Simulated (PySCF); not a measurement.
Vertical excitation energies

Species: C7H8.
InChI=1S/C7H8/c1-2-7-4-3-6(1)5-7/h1-4,6-7H,5H2/t6-,7+

Method: TDDFT B3LYP/def2-SVPD, vertical, gas phase, core orbitals frozen in the response (PySCF 2.14.0, density-fitted response routines). Geometry: PBE0-D3(BJ)/def2-SVP; no solvent, vibrations or thermal averaging.

| state | E (eV) | λ (nm) | f | \|μ\| (D) | main configurations (H = HOMO, L = LUMO) |
| --- | --- | --- | --- | --- | --- |
| S1 | 4.88 | 254.1 | 0.0000 | 0.00 | H→L (97%) |
| S2 | 5.58 | 222.3 | 0.0097 | 0.68 | H-1→L (77%), H→L+2 (22%) |
| S3 | 6.03 | 205.6 | 0.013 | 0.74 | H→L+1 (99%) |
| S4 | 6.75 | 183.8 | 0.033 | 1.14 | H→L+4 (58%), H-1→L+1 (40%) |
| S5 | 6.76 | 183.3 | 0.151 | 2.42 | H→L+2 (71%), H-1→L (17%) |
| S6 | 6.83 | 181.6 | 0.0000 | 0.00 | H→L+3 (99%) |
| S7 | 6.87 | 180.6 | 0.0000 | 0.00 | H-1→L+2 (97%) |
| S8 | 6.98 | 177.6 | 0.0069 | 0.51 | H-1→L+1 (56%), H→L+4 (38%) |
| S9 | 6.98 | 177.6 | 0.0027 | 0.32 | H→L+5 (91%) |
| S10 | 7.32 | 169.5 | 0.031 | 1.06 | H-2→L (66%), H→L+6 (28%) |

Triplets (Tamm–Dancoff): T1 3.48 eV, H→L (90%); T2 4.06 eV, H-1→L (58%), H→L+2 (36%); T3 5.47 eV, H→L+2 (58%), H-1→L (40%); T4 5.98 eV, H→L+1 (98%).

The lowest singlet comes at 254 nm (471 kJ/mol) in the ultraviolet; it is dark (f under 0.0005); its leading configuration is HOMO→LUMO (97%). The most intense listed level is S5 at 6.76 eV (183 nm, f = 0.151), 1.88 eV above S1. S8/S9 lie within about 0.01 eV of each other. Löwdin shares by element: HOMO carbon 86% or more; LUMO carbon 68% or more (atoms not listed hold the other 32%). The listed states span 2.44 eV, and the widest gap between neighbours is 0.72 eV (S3 to S4). Orbital energies (eV): HOMO-3 -9.25, HOMO-2 -9.13, HOMO-1 -7.11, HOMO -6.28, LUMO -0.60, LUMO+1 0.64, LUMO+2 0.71. Weighted by f, the mean energy of these states is 6.75 eV. All these states lie below the vertical ionisation energy of 8.45 eV (ΔSCF). Singlets were solved by full linear response, triplets in the Tamm–Dancoff approximation.
